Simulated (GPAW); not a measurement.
# AlNi3 (Pm-3m) in GPAW: convergence with bands over the usual count

Aim: find how far bands over the usual count must go before the results for AlNi3 settle, at PBE. This setting moves, with any that are tied to it; all else stays.

All numbers are computed with GPAW 26.7.0; they aren't measurements. Logs are shortened: lines on timing, memory, paths and dates and some standing lists are left out, and cuts for length are marked. The log counts tension as positive stress, the text compression.

## 1. The crystal as given

It takes space group Pm-3m (No. 221, cubic). Conventional cell: a = 3.523 Å, b = 3.523 Å, c = 3.523 Å, α = 90.00°, β = 90.00°, γ = 90.00°. Ni (site symmetry 4/mmm) is surrounded by 8 Ni at 2.49 Å and 4 Al at 2.49 Å. Al (site symmetry m-3m) is surrounded by 12 Ni at 2.49 Å.

The cell is a database's computed one.

## 2. With bands over the usual count 0.72

run.py

```python
from ase import Atoms
from ase.dft.bandgap import bandgap
from ase.io import write
from ase.units import GPa
from gpaw import GPAW, PW

atoms = Atoms(['Ni', 'Ni', 'Ni', 'Al'],
              cell=[[3.5230547267, 0.0, 0.0],
                    [0.0, 3.5230547267, 0.0],
                    [0.0, 0.0, 3.5230547267]],
              scaled_positions=[[0.5, 0.5, 0.0],
                                [0.5, 0.0, 0.5],
                                [0.0, 0.5, 0.5],
                                [0.0, 0.0, 0.0]],
              pbc=True)
atoms.set_initial_magnetic_moments([1.0, 1.0, 1.0, 0.0])

calc = GPAW(mode=PW(600),
            xc='PBE',
            kpts={'size': (6, 6, 6), 'gamma': True},
            occupations={'name': 'fermi-dirac', 'width': 0.05},
            nbands=32,
            convergence={'density': 1e-05, 'energy': 1e-05},
            maxiter=100,
            txt='gpaw.txt')
atoms.calc = calc
energy = atoms.get_potential_energy()
forces = atoms.get_forces()
stress = atoms.get_stress()
calc.write('gs.gpw')
write('result.traj', atoms)
print(f'Energy: {energy:.6f} eV')
print('Forces (eV/A):')
print(forces.round(4))
print('Stress (GPa):', (stress / GPa).round(3))
print('Moments:', calc.get_magnetic_moments().round(3))
print('Fermi level:', round(calc.get_fermi_level(), 4), 'eV')
print(f'Gap: {bandgap(calc)[0]:.4f} eV, direct: {bandgap(calc, direct=True)[0]:.4f} eV')
```

Potentials or basis: GPAW PAW data sets (gpaw-data 1.2.1), pw.

Command:

```bash
OMP_NUM_THREADS=1 python run.py
```

gpaw.txt:

```text
__  _  _
 | _ |_)|_||  |
 |__||  | ||/\| - 26.7.0

Input parameters:
  mode=PW(ecut=600.0),
  convergence={'density': 1e-05, 'energy': 1e-05},
  kpts=MonkhorstPack(size=(6, 6, 6), gamma=True),
  maxiter=100,
  nbands=32,
  occupations=Occupations(name='fermi-dirac', width=0.05),
  xc=XC(name='PBE')

Diagonalizing LCAO Hamiltonian
Converting LCAO to pw mode
   .--------.
  /|        |
 * |        |
 |Ni        |
 | .-Ni-----.
 |/   Ni   /
 Al-------*

Atoms  # Å, Bohr magnetons
|   | symbol |        x |        y |        z |    initial magnetic moments |
|---|--------|----------|----------|----------|-----------------------------|
| 0 |     Ni | 1.761527 | 1.761527 | 0.000000 | ( 0.0000,  0.0000,  1.0000) |
| 1 |     Ni | 1.761527 | 0.000000 | 1.761527 | ( 0.0000,  0.0000,  1.0000) |
| 2 |     Ni | 0.000000 | 1.761527 | 1.761527 | ( 0.0000,  0.0000,  1.0000) |
| 3 |     Al | 0.000000 | 0.000000 | 0.000000 | ( 0.0000,  0.0000,  0.0000) |

Unit cell  # Å
| periodic |        x |        y |        z |  lengths |    angles |
|----------|----------|----------|----------|----------|-----------|
|      yes | 3.523055 | 0.000000 | 0.000000 | 3.523055 | 90.000000 |
|      yes | 0.000000 | 3.523055 | 0.000000 | 3.523055 | 90.000000 |
|      yes | 0.000000 | 0.000000 | 3.523055 | 3.523055 | 90.000000 |

Number of symmetries: 48
Symmetry operations  # r_c * U_cc + t_c -> r_c
|    | kind |            matrix            |
|----|------|------------------------------|
|  0 |  E   |  1, 0, 0,  0, 1, 0,  0, 0, 1 |
|  1 |  σ   |  1, 0, 0,  0, 1, 0,  0, 0,-1 |
|  2 |  σ   |  1, 0, 0,  0, 0, 1,  0, 1, 0 |
|  3 |  C4  |  1, 0, 0,  0, 0, 1,  0,-1, 0 |
|  4 |  C4  |  1, 0, 0,  0, 0,-1,  0, 1, 0 |
|  5 |  σ   |  1, 0, 0,  0, 0,-1,  0,-1, 0 |
|  6 |  σ   |  1, 0, 0,  0,-1, 0,  0, 0, 1 |
|  7 |  C2  |  1, 0, 0,  0,-1, 0,  0, 0,-1 |
|  8 |  σ   |  0, 1, 0,  1, 0, 0,  0, 0, 1 |
|  9 |  C2  |  0, 1, 0,  1, 0, 0,  0, 0,-1 |
| 10 |  C3  |  0, 1, 0,  0, 0, 1,  1, 0, 0 |
| 11 |  S6  |  0, 1, 0,  0, 0, 1, -1, 0, 0 |
| 12 |  S6  |  0, 1, 0,  0, 0,-1,  1, 0, 0 |
| 13 |  C3  |  0, 1, 0,  0, 0,-1, -1, 0, 0 |
| 14 |  C4  |  0, 1, 0, -1, 0, 0,  0, 0, 1 |
| 15 |  S4  |  0, 1, 0, -1, 0, 0,  0, 0,-1 |
| 16 |  C3  |  0, 0, 1,  1, 0, 0,  0, 1, 0 |
| 17 |  S6  |  0, 0, 1,  1, 0, 0,  0,-1, 0 |
| 18 |  σ   |  0, 0, 1,  0, 1, 0,  1, 0, 0 |
| 19 |  C4  |  0, 0, 1,  0, 1, 0, -1, 0, 0 |
| 20 |  C2  |  0, 0, 1,  0,-1, 0,  1, 0, 0 |
| 21 |  S4  |  0, 0, 1,  0,-1, 0, -1, 0, 0 |
| 22 |  S6  |  0, 0, 1, -1, 0, 0,  0, 1, 0 |
| 23 |  C3  |  0, 0, 1, -1, 0, 0,  0,-1, 0 |
| 24 |  S6  |  0, 0,-1,  1, 0, 0,  0, 1, 0 |
| 25 |  C3  |  0, 0,-1,  1, 0, 0,  0,-1, 0 |
| 26 |  C4  |  0, 0,-1,  0, 1, 0,  1, 0, 0 |
| 27 |  σ   |  0, 0,-1,  0, 1, 0, -1, 0, 0 |
| 28 |  S4  |  0, 0,-1,  0,-1, 0,  1, 0, 0 |
| 29 |  C2  |  0, 0,-1,  0,-1, 0, -1, 0, 0 |
| 30 |  C3  |  0, 0,-1, -1, 0, 0,  0, 1, 0 |
| 31 |  S6  |  0, 0,-1, -1, 0, 0,  0,-1, 0 |
| 32 |  C4  |  0,-1, 0,  1, 0, 0,  0, 0, 1 |
| 33 |  S4  |  0,-1, 0,  1, 0, 0,  0, 0,-1 |
| 34 |  S6  |  0,-1, 0,  0, 0, 1,  1, 0, 0 |
| 35 |  C3  |  0,-1, 0,  0, 0, 1, -1, 0, 0 |
| 36 |  C3  |  0,-1, 0,  0, 0,-1,  1, 0, 0 |
| 37 |  S6  |  0,-1, 0,  0, 0,-1, -1, 0, 0 |
| 38 |  σ   |  0,-1, 0, -1, 0, 0,  0, 0, 1 |
| 39 |  C2  |  0,-1, 0, -1, 0, 0,  0, 0,-1 |
| 40 |  σ   | -1, 0, 0,  0, 1, 0,  0, 0, 1 |
| 41 |  C2  | -1, 0, 0,  0, 1, 0,  0, 0,-1 |
| 42 |  C2  | -1, 0, 0,  0, 0, 1,  0, 1, 0 |
| 43 |  S4  | -1, 0, 0,  0, 0, 1,  0,-1, 0 |
| 44 |  S4  | -1, 0, 0,  0, 0,-1,  0, 1, 0 |
| 45 |  C2  | -1, 0, 0,  0, 0,-1,  0,-1, 0 |
| 46 |  C2  | -1, 0, 0,  0,-1, 0,  0, 0, 1 |
| 47 |  i   | -1, 0, 0,  0,-1, 0,  0, 0,-1 |

BZ-sampling:
  Number of BZ points: 216
  Number of IBZ points: 20

  Monkhorst-Pack size: [6, 6, 6]
  Monkhorst-Pack shift: [0.08333333333333333, 0.08333333333333333, 0.08333333333333333]

K-points  # in reciprocal-cell coordinates
|     |                                coordinates |     weight |
|-----|--------------------------------------------|------------|
|   0 | (  0.00000000,   0.00000000,   0.00000000) | 0.00462963 |
|   1 | (  0.16666667,   0.00000000,   0.00000000) | 0.02777778 |
|   2 | (  0.16666667,   0.16666667,   0.00000000) | 0.05555556 |
|   3 | (  0.16666667,   0.16666667,   0.16666667) | 0.03703704 |
|   4 | (  0.33333333,   0.00000000,   0.00000000) | 0.02777778 |
|   5 | (  0.33333333,   0.16666667,   0.00000000) | 0.11111111 |
|   6 | (  0.33333333,   0.16666667,   0.16666667) | 0.11111111 |
|   7 | (  0.33333333,   0.33333333,   0.00000000) | 0.05555556 |
|   8 | (  0.33333333,   0.33333333,   0.16666667) | 0.11111111 |
|   9 | (  0.33333333,   0.33333333,   0.33333333) | 0.03703704 |
| ... |                                            |            |
|  19 | (  0.50000000,   0.50000000,   0.50000000) | 0.00462963 |

Plane wave coefficients: 1492
Cutoff: 600.0 eV

Spin-components: 2 (collinear spins)
Bands:           32
Projectors:      23
Spin-degeneracy: 1
Datatype:        complex128

Parallelization:
  kpt:    1
  domain: 1
  band:   1

Density:
  Valence electrons: 51.0
  Components: 2
  Grid points: [20 20 20]
  Charge: 0.0  # |e|

Potential:
  Grid points: [20 20 20]

species:
  Ni:
    name:    Nickel
    Z:       28.0
    valence: 16
    core:    12
    charge:  0.0  # [|e|]
    compensation charges:
      type: gauss
      rc: 0.36  # [Å]
      lmax: 2
    cutoffs:
      filter: 2.14  # [Å]
      core: 1.98  # [Å]
    projectors
    | kind |    occ | energy [eV] | rcut [Å] |
    |------|--------|-------------|----------|
    |   4s |  2.000 |      -5.642 |    1.164 |
    |   3p |  6.000 |     -71.394 |    1.207 |
    |   4p |  0.000 |      -1.226 |    1.207 |
    |   3d |  8.000 |      -8.875 |    1.138 |
    |    s |        |      21.570 |    1.164 |
    |    d |        |      18.337 |    1.138 |

    Using partial waves for Ni as LCAO basis

  Al:
    name:    Aluminium
    Z:       13.0
    valence: 3
    core:    10
    charge:  0.0  # [|e|]
    compensation charges:
      type: gauss
      rc: 0.34  # [Å]
      lmax: 2
    cutoffs:
      filter: 1.91  # [Å]
      core: 2.36  # [Å]
    projectors
    | kind |    occ | energy [eV] | rcut [Å] |
    |------|--------|-------------|----------|
    |   3s |  2.000 |      -7.753 |    1.085 |
    |   3p |  1.000 |      -2.712 |    1.085 |
    |    s |        |      19.459 |    1.085 |
    |    p |        |      24.499 |    1.085 |
    |    d |        |       0.000 |    1.085 |

    Using partial waves for Al as LCAO basis

Reference energy: -130707.418607  # eV

eigensolver:
  PPCG
  Converge bands: occupied
  niter=2

density mixing:
  MSR1-Mixer
  Pratt-step length: 0.05
  Maximum mixing coefficient: 0.75
  Old densities: 10
  SVD Regularization: 0.005
  Good broyden scale: 1.0
  Trust region scale: 1.0
  Backstep threshold: 4.0
  History deletion threshold: 6.0
  Fourier metric: weight=20.0, sigma=0.015

occupation numbers:
  Fermi-Dirac:
    width: 0.0500  # eV

poisson solver:
  ecut: 4800.0  # eV

xc functional:
  name: PBE with 2 nearest neighbor stencil

convergence criteria:
- Maximum integral of absolute [dens]ity change: 1e-05 electrons / valence electron
- Maximum [total energy] change in last 3 cyles: 1e-05 eV / valence electron
- Maximum integral of absolute [eigenst]ate change: 4e-08 eV^2 / valence electron
maximum number of iterations: 100

SCF iterations
|iter     | |      energy | eigst |  dens |  magmom |
|---------|-|-------------|-------|-------|---------|
|iter:   1| |  -26.926594 | +0.59 |       |  +3.0047|
|iter:   2| |  -26.883303 | -1.55 | -1.17 |  +2.9012|
|iter:   3| |  -27.162295 | -1.78 | -1.22 |  +2.0022|
|iter:   4| |  -27.279633 | -2.17 | -1.43 |  +0.9982|
|iter:   5| |  -27.285508 | -3.64 | -2.15 |  +0.7913|
|iter:   6| |  -27.286594 | -3.91 | -2.43 |  +0.6987|
|iter:   7| |  -27.286501 | -4.65 | -2.64 |  +0.7034|
|iter:   8| |  -27.286349c| -5.04 | -3.04 |  +0.7004|
|iter:   9| |  -27.286195c| -5.81 | -3.55 |  +0.6981|
|iter:  10| |  -27.286160c| -7.11 | -4.29 |  +0.6967|
|iter:  11| |  -27.286137c| -7.60c| -4.63 |  +0.6957|
|iter:  12| |  -27.286136c| -8.86c| -5.41c|  +0.6956|

Converged in 12 steps
Energy contributions relative to reference atoms: (reference = -130707.418607)

Energy contributions:
  Kinetic:          29.677891
  Coulomb:         -20.231211
  Zero:              0.251310
  External:          0.000000
  Xc:              -36.971450
  Entropy:          -0.025353
  Spinorbit:         0.000000
  ----------------------------
  Free energy:     -27.298813
  Extrapolated:    -27.286136

dipole moment: (-13.224074, -13.224074, -13.224074)  # |e|*Ang

Total magnetic moment: (0.000000, 0.000000, 0.695579)

Local magnetic moments
|        x |        y |         z |
|----------|----------|-----------|
| 0.000000 | 0.000000 |  0.260247 |  # Ni   0
| 0.000000 | 0.000000 |  0.260247 |  # Ni   1
| 0.000000 | 0.000000 |  0.260247 |  # Ni   2
| 0.000000 | 0.000000 | -0.014899 |  # Al   3

Fermi level: 8.987
Eigenvalues  # (at kpt = [0.000, 0.000, 0.000])
| band index |      eig [eV] | occ [0-1] |      eig [eV] | occ [0-1] |
|------------|---------------|-----------|---------------|-----------|
|          0 |       -54.696 |     1.000 |       -54.375 |     1.000 |
|        ... |               |           |               |           |
|         15 |         5.500 |     1.000 |         5.786 |     1.000 |
|         16 |         7.544 |     1.000 |         7.767 |     1.000 |
|         17 |         7.544 |     1.000 |         7.767 |     1.000 |
|         18 |         7.544 |     1.000 |         7.767 |     1.000 |
|         19 |         8.409 |     1.000 |         8.580 |     1.000 |
|         20 |         8.409 |     1.000 |         8.580 |     1.000 |
[... 9 lines left out ...]
|         30 |        16.628 |     0.000 |        16.676 |     0.000 |
|         31 |        21.368 |     0.000 |        21.343 |     0.000 |

No gap
No difference between direct/indirect transitions

Forces  # eV/Ang
|        x |        y |        z |
|----------|----------|----------|
|  0.00000 |  0.00000 | -0.00000 |  # Ni   0
|  0.00000 | -0.00000 |  0.00000 |  # Ni   1
| -0.00000 |  0.00000 |  0.00000 |  # Ni   2
|  0.00000 |  0.00000 |  0.00000 |  # Al   3

Stress tensor  # eV/Ang^3
|         x |         y |         z |
|-----------|-----------|-----------|
| -0.056270 |  0.000000 |  0.000000 |
|  0.000000 | -0.056270 |  0.000000 |
|  0.000000 |  0.000000 | -0.056270 |

# Writing to gs.gpw (mode='')
```

Run time: 34 s. Hardware: 1 thread of Arm Neoverse V2, shared host; peak memory 0.18 GiB.

Results:

```yaml
Free_energy: -27.2988 eV
Pressure: 9.0 GPa
Band_gap_on_the_k_mesh: none (metal or under the smearing width)
Net_moment: 0.70 μB per cell
Site_moments: Ni +0.26; Al -0.01 μB
```

## 3. With bands over the usual count 0.8

run.py: that of step 2 with these lines changed.

```diff
@@ -21,3 +21,3 @@
             occupations={'name': 'fermi-dirac', 'width': 0.05},
-            nbands=32,
+            nbands=36,
             convergence={'density': 1e-05, 'energy': 1e-05},
```

Potentials or basis: GPAW PAW data sets (gpaw-data 1.2.1), pw.

Command:

```bash
OMP_NUM_THREADS=1 python run.py
```

Run time: 36 s. Hardware: 1 thread of Arm Neoverse V2, shared host; peak memory 0.19 GiB.

The run converged. Its results:

```yaml
Free_energy: -27.2988 eV
Pressure: 9.0 GPa
Band_gap_on_the_k_mesh: none (metal or under the smearing width)
Net_moment: 0.70 μB per cell
Site_moments: Ni +0.26; Al -0.01 μB
```

## 4. With bands over the usual count 0.9

run.py: that of step 3 with these lines changed.

```diff
@@ -21,3 +21,3 @@
             occupations={'name': 'fermi-dirac', 'width': 0.05},
-            nbands=36,
+            nbands=40,
             convergence={'density': 1e-05, 'energy': 1e-05},
```

Command:

```bash
OMP_NUM_THREADS=1 python run.py
```

Wall time 39 s (1 thread of Arm Neoverse V2, shared host); peak memory 0.19 GiB.

Results (log left out):

```yaml
Free_energy: -27.2988 eV
Pressure: 9.0 GPa
Band_gap_on_the_k_mesh: none (metal or under the smearing width)
Net_moment: 0.70 μB per cell
Site_moments: Ni +0.26; Al -0.01 μB
```

## 5. With bands over the usual count 1

run.py: that of step 4 with these lines changed.

```diff
@@ -21,3 +21,3 @@
             occupations={'name': 'fermi-dirac', 'width': 0.05},
-            nbands=40,
+            nbands=45,
             convergence={'density': 1e-05, 'energy': 1e-05},
```

Command:

```bash
OMP_NUM_THREADS=1 python run.py
```

Run time: 46 s. Hardware: 1 thread of Arm Neoverse V2, shared host; peak memory 0.2 GiB.

It converged, with:

```
Free energy            : -27.2988 eV
Pressure               : 9.0 GPa
Band gap on the k mesh : none (metal or under the smearing width)
Net moment             : 0.70 μB per cell
Site moments           : Ni +0.26; Al -0.01 μB
```

## 6. With bands over the usual count 1.3

run.py: that of step 5 with these lines changed.

```diff
@@ -21,3 +21,3 @@
             occupations={'name': 'fermi-dirac', 'width': 0.05},
-            nbands=45,
+            nbands=58,
             convergence={'density': 1e-05, 'energy': 1e-05},
```

Potentials or basis: GPAW PAW data sets (gpaw-data 1.2.1), pw.

Command:

```bash
OMP_NUM_THREADS=1 python run.py
```

Wall time 62 s (1 thread of Arm Neoverse V2, shared host); peak memory 0.21 GiB.

The run converged. Its results:

```yaml
Free_energy: -27.2988 eV
Pressure: 9.0 GPa
Band_gap_on_the_k_mesh: none (metal or under the smearing width)
Net_moment: 0.70 μB per cell
Site_moments: Ni +0.26; Al -0.01 μB
```

## 7. With bands over the usual count 1.7

run.py: that of step 6 with these lines changed.

```diff
@@ -21,3 +21,3 @@
             occupations={'name': 'fermi-dirac', 'width': 0.05},
-            nbands=58,
+            nbands=76,
             convergence={'density': 1e-05, 'energy': 1e-05},
```

Command:

```bash
OMP_NUM_THREADS=1 python run.py
```

It took 82 s on 1 thread of Arm Neoverse V2, shared host; peak memory 0.23 GiB.

The run converged. Its results:

```yaml
Free_energy: -27.2988 eV
Pressure: 9.0 GPa
Band_gap_on_the_k_mesh: none (metal or under the smearing width)
Net_moment: 0.70 μB per cell
Site_moments: Ni +0.26; Al -0.01 μB
```

## 8. With bands over the usual count 2.5

run.py: that of step 7 with these lines changed.

```diff
@@ -21,3 +21,3 @@
             occupations={'name': 'fermi-dirac', 'width': 0.05},
-            nbands=76,
+            nbands=111,
             convergence={'density': 1e-05, 'energy': 1e-05},
```

Command:

```bash
OMP_NUM_THREADS=1 python run.py
```

Wall time 2.2 min (1 thread of Arm Neoverse V2, shared host); peak memory 0.26 GiB.

It converged, with:

| Property | Result |
| --- | --- |
| Free energy | -27.2988 eV |
| Pressure | 9.0 GPa |
| Band gap on the k mesh | none (metal or under the smearing width) |
| Net moment | 0.70 μB per cell |
| Site moments | Ni +0.26; Al -0.01 μB |

## 9. Summary

| bands over the usual count | energy less the tightest run, at zero smearing (meV/atom) | SCF cycles | CPU time (s) | peak memory (GiB) |
| --- | --- | --- | --- | --- |
| 0.72 | 0.00 | 12 | 34 | 0.18 |
| 0.8 | 0.00 | 12 | 36 | 0.19 |
| 0.9 | 0.00 | 12 | 39 | 0.19 |
| 1 | 0.00 | 13 | 46 | 0.2 |
| 1.3 | 0.00 | 14 | 62 | 0.21 |
| 1.7 | 0.00 | 14 | 82 | 0.23 |
| 2.5 | 0.00 | 14 | 130 | 0.26 |

Against the tightest run, the energy stays within 1 meV/atom from 0.72 on. The tightest run that finished is the yardstick and may itself not be fully converged.

Caveats: the stock nickel data set gives pressures a few GPa off other programs.
